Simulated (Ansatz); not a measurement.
## 6-layer 2H-WTe2 (2H stacking) in a perpendicular field

What dipole does a perpendicular field induce in the 6-layer 2H-WTe2 (2H stacking), and does the gap follow? A positive field points along +c.

Calculated with Ansatz 0.2.0; plane-wave DFT, PBE-D3(BJ), Ansatz PAW.

## 1. The structure

The cell holds 18 atoms: 12 Te and 6 W. Cell: a = 3.550 Å, b = 3.550 Å, c = 111.802 Å, α = 90.0°, β = 90.0°, γ = 120.0°. Regions: layer 1: 2H-WTe2, 3 atoms (2 Te and 1 W); layer 2: 2H-WTe2, 3 atoms (2 Te and 1 W); layer 3: 2H-WTe2, 3 atoms (2 Te and 1 W); layer 4: 2H-WTe2, 3 atoms (2 Te and 1 W); layer 5: 2H-WTe2, 3 atoms (2 Te and 1 W); layer 6: 2H-WTe2, 3 atoms (2 Te and 1 W). Vacuum lies along c.

## 2. Relaxing the slab

The starting cell is a guess, so the in-plane lattice and the atoms are relaxed first, with the slab cut off from its images along the normal.

input.yaml

```yaml
crystal:
  lattice:
    - [3.55, 0.0, 0.0]
    - [-1.775, 3.0743901834, 0.0]
    - [0.0, 0.0, 111.8017910646]
  atoms:
    - { symbol: Te, position: [0.3333333333, 0.6666666667, 0.3193150992] }
    - { symbol: W, position: [0.0, 0.0, 0.3371306986] }
    - { symbol: Te, position: [0.3333333333, 0.6666666667, 0.354946298] }
    - { symbol: Te, position: [0.0, 0.0, 0.3844628198] }
    - { symbol: W, position: [0.3333333333, 0.6666666667, 0.4022784191] }
    - { symbol: Te, position: [0.0, 0.0, 0.4200940186] }
    - { symbol: Te, position: [0.3333333333, 0.6666666667, 0.4496105403] }
    - { symbol: W, position: [0.0, 0.0, 0.4674261397] }
    - { symbol: Te, position: [0.3333333333, 0.6666666667, 0.4852417391] }
    - { symbol: Te, position: [0.0, 0.0, 0.5147582609] }
    - { symbol: W, position: [0.3333333333, 0.6666666667, 0.5325738603] }
    - { symbol: Te, position: [0.0, 0.0, 0.5503894597] }
    - { symbol: Te, position: [0.3333333333, 0.6666666667, 0.5799059814] }
    - { symbol: W, position: [0.0, 0.0, 0.5977215809] }
    - { symbol: Te, position: [0.3333333333, 0.6666666667, 0.6155371802] }
    - { symbol: Te, position: [0.0, 0.0, 0.645053702] }
    - { symbol: W, position: [0.3333333333, 0.6666666667, 0.6628693014] }
    - { symbol: Te, position: [0.0, 0.0, 0.6806849008] }
  periodic: [true, true, false]
kpoints:
  mp_grid: { grid: [12, 12, 1] }
hamiltonian:
  xc: pbe
  dispersion: d3bj
scf:
  occupations: { method: fermi_dirac, width: 0.05 }
  convergence: { dr2_threshold: 1.0e-09 }
relax:
  f_tol: 0.004
  max_steps: 90
  cell: {}
output:
  write_potential: true
  write_density: true
  volumetric_format: npy
```

On the command line:

```console
> ansatz run input.yaml --threads 4 --pin off --max-ram 16384MiB --backend cpu --events-out ev --progress --plain --runs-dir out
```

Numbers of over 12 decimals in the logs are rounded to 6 here.

The log of the run:

```text
Warning: relax.cell: scf.convergence.dr2_threshold = 1e-9 eV is looser than the 7.08566418762e-11 eV advised for a relaxation that steers and ends on the stress (1e-10 eV for each atom of the cell: 18, times the square of relax.cell.stress_2d_tol = 0.05 N/m over 50.4 Å (the atoms' height at the walk's start and 5 Å past either face), 9.920e-3 GPa, over a crystal's default 0.05). What an SCF threshold leaves in a stress goes as its square root, and in the free energy as the threshold itself, and one threshold admits the most on a small cell: [figures from the program's tests cut] Set scf.convergence.dr2_threshold to 7.08566418762e-11 eV or tighter. [rest of the remark cut]
Engine: ansatz 0.2.0, aarch64-unknown-linux-gnu
Pseudopotentials: kind: paw
Pseudopotential: Te, paw, valence charge 16, recommended cutoff 420 eV (normal), Te.paw.azcp
Pseudopotential: W, paw, valence charge 14, recommended cutoff 420 eV (normal), W.paw.azcp
Functional definition: PBE
  parameter kappa = 0.804
  parameter beta = 0.066725
  exchange = pbe_x(kappa = kappa, mu = beta*pi^2/3)
  correlation = pbe_c(beta = beta)
Crystal: 18 atoms, lattice volume = 1220.214 Å³
Basis set: ecut = 420 eV, 23587 PW (Γ), exchange–correlation on 48×48×1500 points (8 copies of the dense FFT grid, shifted against one another)
Bands: 166, of which v1, the nominal top of the filled ones, is band 138 counted from 1 (137 counted from 0)
Symmetry: 12 space group operations
Space group: P-3m1 (ITA 164), of the structure as read, at distance tolerance 1.1e-4 Å
k-points: 19 of 144
Non-local potential: Te, projectors of the file, l = 0: 2, l = 1: 2, l = 2: 2, l = 3: 2
Non-local potential: W, projectors of the file, l = 0: 3, l = 1: 2, l = 2: 2, l = 3: 1
PAW form: soft (Blöchl's): semilocal exchange-correlation on the pseudo side does not see the compensation charge
PAW one-centre angular grid: Te, 590 points (default); XC on 64 Gauss nodes
PAW one-centre angular grid: W, 590 points (default); XC on 64 Gauss nodes
Initial density: superposition of atomic densities (neutral atoms: chi_scale 0, normalization atom), corrected by the library's trained network
Initial wavefunctions: pseudopotential atomic-orbital guess
Functional: x = pbe(κ = 0.804, μ = 0.219515), c = pbe(β = 0.066725)
SCF iter   1: F=—  HF=-146075.916144 eV  |F-HF|=—  |Δ(HF+E_count)|=         —  Δρ=2.63e-3  dr2=1.54e-1  ethr=1.77e-3  ⟨swp⟩=11.7  Hψ=17697  notcnv=0  defer=27
preconditioner: auto → Resta (q_TF=auto, 2.130 Å⁻¹)  ε∞=3.6  [insulator: Δε(μ)=0.530 eV  Ē_g=6.914 eV  σ=0.050 eV  W_gap=0.99  n_scr=200 (ndim 8)  ℏωp=11.0 eV  f_vac=0.605  D(μ)=0.02/eV (n_scr^D=0)  ε∞_Penn≈3.6  vacuum switching on, ρ_ref=3.5e-3 e/Å³]
SCF iter   2: F=—  HF=-146075.933255 eV  |F-HF|=—  |Δ(HF+E_count)|=   1.71e-2  Δρ=1.67e-3  dr2=2.24e-1  ethr=5.58e-5  ⟨swp⟩=3.4  Hψ=6083  notcnv=0  defer=221
preconditioner: auto → LDOS  [insulator: Δε(μ)=0.473 eV  Ē_g=6.922 eV  σ=0.050 eV  W_gap=0.98  n_scr=200 (ndim 8)  ℏωp=11.0 eV  f_vac=0.605  D(μ)=0.04/eV (n_scr^D=2)  ε∞_Penn≈3.5  β→1.0]
SCF iter   3: F=—  HF=-146075.962919 eV  |F-HF|=—  |Δ(HF+E_count)|=   2.97e-2  Δρ=1.29e-3  dr2=3.36e-1  ethr=5.58e-5  ⟨swp⟩=3.4  Hψ=6720  notcnv=0  defer=221
SCF iter   4: F=—  HF=-146075.936182 eV  |F-HF|=—  |Δ(HF+E_count)|=   2.67e-2  Δρ=6.40e-4  dr2=1.60e-2  ethr=5.58e-5  ⟨swp⟩=3.0  Hψ=5080  notcnv=0  defer=221
SCF iter   5: F=—  HF=-146075.933525 eV  |F-HF|=—  |Δ(HF+E_count)|=   2.66e-3  Δρ=3.17e-4  dr2=7.17e-3  ethr=5.80e-6  ⟨swp⟩=3.2  Hψ=4994  notcnv=0  defer=222
SCF iter   6: F=—  HF=-146075.933160 eV  |F-HF|=—  |Δ(HF+E_count)|=   3.65e-4  Δρ=1.52e-4  dr2=3.22e-3  ethr=2.60e-6  ⟨swp⟩=2.4  Hψ=4083  notcnv=0  defer=220
SCF iter   7: F=—  HF=-146075.933008 eV  |F-HF|=—  |Δ(HF+E_count)|=   1.52e-4  Δρ=8.13e-5  dr2=9.54e-4  ethr=1.17e-6  ⟨swp⟩=2.4  Hψ=4035  notcnv=0  defer=219
SCF iter   8: F=—  HF=-146075.932928 eV  |F-HF|=—  |Δ(HF+E_count)|=   8.00e-5  Δρ=2.65e-5  dr2=9.14e-5  ethr=3.46e-7  ⟨swp⟩=2.9  Hψ=4365  notcnv=0  defer=219
SCF iter   9: F=—  HF=-146075.932921 eV  |F-HF|=—  |Δ(HF+E_count)|=   6.69e-6  Δρ=1.57e-5  dr2=3.91e-5  ethr=3.31e-8  ⟨swp⟩=3.0  Hψ=5368  notcnv=0  defer=219
SCF iter  10: F=—  HF=-146075.932915 eV  |F-HF|=—  |Δ(HF+E_count)|=   6.26e-6  Δρ=9.46e-6  dr2=1.09e-5  ethr=1.42e-8  ⟨swp⟩=2.7  Hψ=3917  notcnv=0  defer=219
SCF iter  11: F=—  HF=-146075.933214 eV  |F-HF|=—  |Δ(HF+E_count)|=   2.99e-4  Δρ=6.35e-6  dr2=8.77e-7  ethr=3.94e-9  ⟨swp⟩=2.8  Hψ=4185  notcnv=0  defer=219
SCF iter  12: F=—  HF=-146075.933214 eV  |F-HF|=—  |Δ(HF+E_count)|=   5.03e-7  Δρ=3.64e-6  dr2=6.64e-7  ethr=3.18e-10  ⟨swp⟩=3.1  Hψ=4919  notcnv=0  defer=219
SCF iter  13: F=—  HF=-146075.933214 eV  |F-HF|=—  |Δ(HF+E_count)|=   1.70e-7  Δρ=1.79e-6  dr2=1.09e-7  ethr=2.41e-10  ⟨swp⟩=2.5  Hψ=3885  notcnv=0  defer=219
SCF iter  14: F=—  HF=-146075.933214 eV  |F-HF|=—  |Δ(HF+E_count)|=   8.82e-8  Δρ=5.71e-7  dr2=1.77e-8  ethr=3.94e-11  ⟨swp⟩=3.0  Hψ=4281  notcnv=0  defer=219
SCF iter  15: F=—  HF=-146075.933214 eV  |F-HF|=—  |Δ(HF+E_count)|=   7.97e-9  Δρ=3.61e-7  dr2=4.11e-9  ethr=6.40e-12  ⟨swp⟩=3.1  Hψ=5173  notcnv=0  defer=219
SCF iter  16: F=—  HF=-146075.933214 eV  |F-HF|=—  |Δ(HF+E_count)|=   6.81e-9  Δρ=1.91e-7  dr2=1.30e-9  ethr=1.49e-12  ⟨swp⟩=3.0  Hψ=4219  notcnv=0  defer=219
SCF iter  17: F=-146075.933215 eV  HF=-146075.933215 eV  |F-HF|=9.02e-10  |Δ(HF+E_count)|=   4.57e-9  Δρ=6.68e-8  dr2=2.29e-10  ethr=1.00e-12  ⟨swp⟩=10.9  Hψ=20432  notcnv=0
SCF 1 converged in 17 iterations: F = -146075.933215 eV  dr2 = 2.29e-10
  greatest PAW one-centre occupation: 1.000 electrons in one spin orbital (limit 2), on the W atom at site 16 (counted from 0), in its partial waves of l = 0
relax step   1: F+E_penalty+E_count = -146075.93321451 eV  Δ(F+E_penalty+E_count) = +0.000e0 eV  max|allowed force component| = 2.107e0 eV/Å  Δτ_max = 0.0000 Å  P = -34.052 N/m  Ω = 1220.214 Å³  fix = [c, alpha, beta]  reactions: c -0.000 N/m  (17 SCF iters, accepted)
Crystal: 18 atoms, lattice volume = 1181.486 Å³
Basis set: ecut = 420 eV, 22999 PW (Γ), exchange–correlation on 48×48×1500 points (8 copies of the dense FFT grid, shifted against one another)
Initial density: handed on by an earlier stage of this run
Initial wavefunctions: those handed on with the density
iter 1 solved again at ethr=9.12e-4 eV; its pass at ethr=3.10e-3 eV (dr2=2.52e0 eV) is discarded
SCF iter   1: F=—  HF=-146078.670372 eV  |F-HF|=—  |Δ(HF+E_count)|=         —  Δρ=9.57e-3  dr2=2.54e0  ethr=9.12e-4  ⟨swp⟩=3.5  Hψ=19716  notcnv=0  defer=2
[...]
SCF iter   1: F=—  HF=-146078.588381 eV  |F-HF|=—  |Δ(HF+E_count)|=         —  Δρ=2.57e-5  dr2=1.09e-6  ethr=3.43e-7  ⟨swp⟩=7.6  Hψ=33395  notcnv=0  defer=1
eigensolver tolerance schedule: the retry pair's looser diagonalisation over-reported the residual by 866.12 of it (diagonalisation noise at 0.11 of the residual, at the tolerance the schedule requests for it); recorded, not acted on — ethr = c·dr2/N_el stays at c = 1.0e-1
SCF iter   2: F=—  HF=-146078.588657 eV  |F-HF|=—  |Δ(HF+E_count)|=   2.77e-4  Δρ=1.29e-5  dr2=2.89e-7  ethr=3.96e-10  ⟨swp⟩=5.0  Hψ=9863  notcnv=0  defer=1
SCF iter   3: F=—  HF=-146078.588658 eV  |F-HF|=—  |Δ(HF+E_count)|=   3.50e-7  Δρ=2.86e-6  dr2=2.53e-7  ethr=1.05e-10  ⟨swp⟩=3.0  Hψ=6398  notcnv=0  defer=1
SCF iter   4: F=—  HF=-146078.588658 eV  |F-HF|=—  |Δ(HF+E_count)|=   2.02e-8  Δρ=1.47e-6  dr2=3.51e-8  ethr=9.18e-11  ⟨swp⟩=3.0  Hψ=4789  notcnv=0  defer=1
SCF iter   5: F=—  HF=-146078.588658 eV  |F-HF|=—  |Δ(HF+E_count)|=  5.24e-10  Δρ=5.38e-7  dr2=2.11e-8  ethr=1.27e-11  ⟨swp⟩=3.3  Hψ=4844  notcnv=0  defer=2
SCF iter   6: F=-146078.588658 eV  HF=-146078.588658 eV  |F-HF|=1.83e-9  |Δ(HF+E_count)|=   4.05e-9  Δρ=1.60e-7  dr2=5.38e-10  ethr=1.00e-12  ⟨swp⟩=17.6  Hψ=30124  notcnv=0
SCF 16 converged in 6 iterations: F = -146078.588658 eV  dr2 = 5.38e-10
relax step  16: F+E_penalty+E_count = -146078.58865771 eV  Δ(F+E_penalty+E_count) = +2.696e-3 eV  max|allowed force component| = 1.149e-4 eV/Å  Δτ_max = 0.0000 Å  P = +0.013 N/m  Ω = 1187.102 Å³  fix = [c, alpha, beta]  reactions: c +0.000 N/m  stress off target by 1.25e-2 N/m on what of the cell is left free  SCF on the basis re-selected at this cell (its energy is not comparable with the rows above)  (6 SCF iters)
basis re-selected at this cell: Δ(F+E_penalty+E_count) = +2.696e-3 eV, ΔP = +0.010 N/m vs the last step (what re-selecting the basis moved, of the pressure what is left beyond the Pulay correction that the steps carried, after the strain that the cell walked since its last selection, with what the two solves' SCF thresholds leave and, on support functions, any second-order correction that the steps lacked; it is no m [...]
WARN: The output density's exchange-correlation potential varies sharply where the density is thin. Do not read a vacuum level from v_tot or v_xc, or from such a field of the output density. On a cell that repeats whose density bears no net charge and no dipole along the vacuum's axis use v_es (v_loc + v_h of the components); under efield.dipole_correction with no amplitude use v_es + v_field, which holds any externa [...]
dispersion: the relaxed geometry stands within reach of a switch of an atom's C6, across which e_disp changes (each atom's share, over what another start of this relaxation can change, counted as every distance, over a cell that relax.cell.fix or crystal.periodic holds in part: site 4 (W), some 0.16 eV, crossed with farther neighbours; site 7 (W), some 0.16 eV, crossed with farther neighbours; site 10 (W), some 0.16 eV, crossed with farther neighbours; site 13 (W), some 0.16 eV, crossed with farther neighbours; and 2 more; some 0.93 eV in sum): a start on the other side of the switch can end at another minimum, lower or higher, and the walk did not compare the two: [rest of the remark cut]
SCF converged after 6 iterations
Free energy (F): -146078.588658 eV
Harris-Foulkes:  -146078.588658 eV  (|F-HF|=1.83e-9)
Internal energy: -146078.588622 eV  (E = F + TS)
E sigma→0 (E₀):  -146078.588640 eV
Entropy (-TS):   -0.000036 eV (-0.002 meV/atom)
Fermi energy:    -4.127877 eV
--- Per-component energies (eV) ---
  E_band       = -8438.305353
  E_kinetic    = 4884.921556
  E_local      = -9292251.699948  (includes V_loc(G=0)·N_el)
  E_nonlocal   = -3709.655259
  E_hartree    = 4645324.831409
  E_xc         = -3098.409749
  E_vxc        = -2690.456649  (∫ρ·V_xc dr)
  E_paw        = -107330.882875  (= ΣΔE_a)
  E_vpaw       = -5321.119761  (= ΣTr[D̂ρ^β])
  E_aug_tail   = -0.002369  (compensation charges beyond the density's cutoff)
  E_ewald      = 4610111.677749
  E_disp       = -9.369137  (pairwise vdW)
  E_smearing   = -0.000036  (= −TS)
  E_closure    = -0.000000  (closes the sum)
  Σ components = -146078.588658   (vs F -146078.588658, Δ=0.00e0)
--- Forces (eV/Å), atoms counted from 1 ---
  atom   1  Te    -0.00000000     0.00000000    -0.00006183
  atom   2  W      0.00000000    -0.00000000    -0.00000793
  atom   3  Te    -0.00000000     0.00000000     0.00005941
  atom   4  Te     0.00000000    -0.00000000    -0.00007088
  atom   5  W     -0.00000000     0.00000000    -0.00000103
  atom   6  Te     0.00000000    -0.00000000     0.00007779
  atom   7  Te    -0.00000000     0.00000000    -0.00011492
  atom   8  W      0.00000000    -0.00000000     0.00000946
  atom   9  Te    -0.00000000     0.00000000     0.00011264
  atom  10  Te     0.00000000    -0.00000000    -0.00011264
  atom  11  W     -0.00000000     0.00000000    -0.00000946
  atom  12  Te     0.00000000    -0.00000000     0.00011492
  atom  13  Te    -0.00000000     0.00000000    -0.00007779
  atom  14  W      0.00000000    -0.00000000     0.00000103
  atom  15  Te    -0.00000000     0.00000000     0.00007088
  atom  16  Te     0.00000000    -0.00000000    -0.00005941
  atom  17  W     -0.00000000     0.00000000     0.00000793
  atom  18  Te     0.00000000    -0.00000000     0.00006183
  max |Σ_I F_I| component: 4.63e-18 eV/Å
--- 2D stress c σ (N/m, compression-positive) ---
        0.012550       0.000000       0.000000
        0.000000       0.012550       0.000000
        0.000000       0.000000       0.000000
  P = ½ c Tr σ = 0.0125 N/m
--- Band table (eV; the first three rows and the last of 19) ---
  k-point 0: bands = [... 134 lower, -4.7003, -4.6108, -4.5571, -4.5293, -1.5682, -1.5682, -1.5574, -1.5574, ... 24 higher]
  k-point 1: bands = [... 134 lower, -4.6942, -4.6688, -4.6537, -4.6463, -1.8788, -1.8747, -1.8648, -1.8485, ... 24 higher]
  k-point 2: bands = [... 134 lower, -5.0358, -5.0237, -5.0061, -4.9853, -2.6692, -2.6279, -2.5465, -2.4558, ... 24 higher]
  k-point 18: bands = [... 134 lower, -4.7461, -4.6617, -4.5772, -4.5165, -3.4305, -3.4305, -3.4300, -3.4300, ... 24 higher]
  the weakly bound empty levels are not read free of the cell's end (no_gap_told)
--- Relaxed structure (15 steps of the walk, 13 accepted, 1 SCFs on fresh bases) ---
  F+E_penalty+E_count = -146078.58865771 eV   max|allowed force component| = 1.149e-4 eV/Å   (the final SCF, on the basis selected at the relaxed cell)
  cell:  # Å, volume = 1187.1023 Å³
    - [3.501502, 0, 0]
    - [-1.750751, 3.032390, 0]
    - [0, 0, 111.8017910646]
  atoms:
    - { symbol: Te, position: [0.333333, 0.666667, 0.330091] }
    - { symbol: W, position: [3.090296629508755e-17, -5.088522196306341e-17, 0.346419] }
    - { symbol: Te, position: [0.333333, 0.666667, 0.362761] }
    - { symbol: Te, position: [2.574747269317649e-17, -5.088522196306339e-17, 0.391539] }
    - { symbol: W, position: [0.333333, 0.666667, 0.407862] }
    - { symbol: Te, position: [1.878977789956607e-17, -5.08852219630634e-17, 0.424186] }
    - { symbol: Te, position: [0.333333, 0.666667, 0.452966] }
    - { symbol: W, position: [1.359452429337848e-17, -5.08852219630634e-17, 0.469289] }
    - { symbol: Te, position: [0.333333, 0.666667, 0.485612] }
    - { symbol: Te, position: [8.388974521601293e-18, -5.08852219630634e-17, 0.514388] }
    - { symbol: W, position: [0.333333, 0.666667, 0.530711] }
    - { symbol: Te, position: [1.4293335695910014e-18, -5.088522196306341e-17, 0.547034] }
    - { symbol: Te, position: [0.333333, 0.666667, 0.575814] }
    - { symbol: W, position: [-3.764104767928784e-18, -5.088522196306342e-17, 0.592138] }
    - { symbol: Te, position: [0.333333, 0.666667, 0.608461] }
    - { symbol: Te, position: [-8.964026762456993e-18, -5.08852219630634e-17, 0.637239] }
    - { symbol: W, position: [0.333333, 0.666667, 0.653581] }
    - { symbol: Te, position: [-1.5866394828951368e-17, -5.08852219630634e-17, 0.669909] }
```

Elapsed: 33 min, on 4 threads of Arm Neoverse V1, shared host; peak memory 5.2 GiB; 2.2 h of CPU time.

Relaxation path:

```tsv
step	energy less that of the first step (eV)	largest force component (eV/Å)	volume (Å³)
1	0.0000	2.1071	1220.21
2	-2.3679	0.5020	1181.49
3	-2.4963	0.1687	1176.82
4	-2.5450	0.0687	1183.71
5	-2.5937	0.0714	1182.54
6	-2.6268	0.0424	1183.34
7	-2.6481	0.0555	1187.63
8	-2.6556	0.0583	1186.36
9	-2.6536	0.0602	1184.78
10	-2.6579	0.0126	1187.39
11	-2.6581	0.0052	1187.16
12	-2.6581	0.0052	1187.11
13	-2.6581	0.0013	1187.14
14	-2.6581	0.0077	1187.03
15	-2.6581	0.0000	1187.10
16*	-2.6554	0.0001	1187.10
```

Relaxation steps marked * repeat the geometry before them on a plane-wave basis chosen anew for their cell, so energy and pressure can jump there. Relaxation steps 9, 14 were tried and not accepted.

Forces are held to the 12 operations that the run works with; a distortion that breaks them can't arise in this run.

```tsv
cell as run	before	after	change
a (Å)	3.550	3.502	-1.4 %
b (Å)	3.550	3.502	-1.4 %
```

The atoms that moved most (Å, along periodic axes as changes of fractional coordinates times the final cell, across vacuum about the mean position):

```tsv
atom	dx	dy	dz	length
Te1	0.000	0.000	1.205	1.205
Te18	0.000	0.000	-1.205	1.205
W2	0.000	0.000	1.038	1.038
W17	0.000	0.000	-1.038	1.038
Te16	0.000	0.000	-0.874	0.874
Te3	0.000	0.000	0.874	0.874
Te15	0.000	0.000	-0.791	0.791
Te4	0.000	0.000	0.791	0.791
```

The lattice constant a goes from 3.550 to 3.502 Å.

[end of part 1 of 2]

[Logs are printed without paths, hosts, clocks, repeated set-up lines and the standing remarks that a program may print on its own settings, such as how far it seeks lower states.]

[Hosts, paths, dates, database ids (printed as entryN), source tags and the programs' standing remarks are cut or masked in the printed files.]

[Maps of the electrostatic potential energy from Ansatz leave out the sawtooth potential of an applied field or a dipole correction, so their vacuum need not be flat; planar profiles and work functions include it.]
